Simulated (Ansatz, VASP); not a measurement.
Two plane-wave programs on SiC (Moissanite 3C)

```
Si C
1.0
     0.00000    2.17900    2.17900
     2.17900    0.00000    2.17900
     2.17900    2.17900    0.00000
Si C
1 1
Direct
  0.02300 0.97553 0.99719
  0.78305 0.74500 0.74190
```

Change from the starting cell: atoms moved at random, drawn with an rms of 0.05 Å.

Alike in both runs: task single point; functional PBE; k mesh 10 × 10 × 10; occupations fermi-dirac, width 0.05 eV; no spin polarisation.

```csv
,VASP,Ansatz
version,VASP 6.6.1,Ansatz 0.2.0
potentials or method,"VASP PAW PBE potentials, release 64 (Si, C)",Ansatz PAW
plane-wave cutoff (eV),520,420
valence electrons in the cell,8,8
```

Ansatz gave:

```
gap on the k mesh at the Fermi level (eV)       : 1.04
least direct gap on the mesh (eV)               : 4.38
pressure (GPa)                                  : 3.9
largest component of the traceless stress (GPa) : 4.30
rms of the force components (eV/Å)              : 0.839
```

Problem. What did VASP give for the same quantities?

Solution. gap on the k mesh at the Fermi level (eV): 1.03; least direct gap on the mesh (eV): 4.38; pressure (GPa): 3.8; largest component of the traceless stress (GPa): 4.29; rms of the force components (eV/Å): 0.838.

Atom by atom the forces differ by 0.000 eV/Å (rms over components).

A k mesh can miss the band edges.
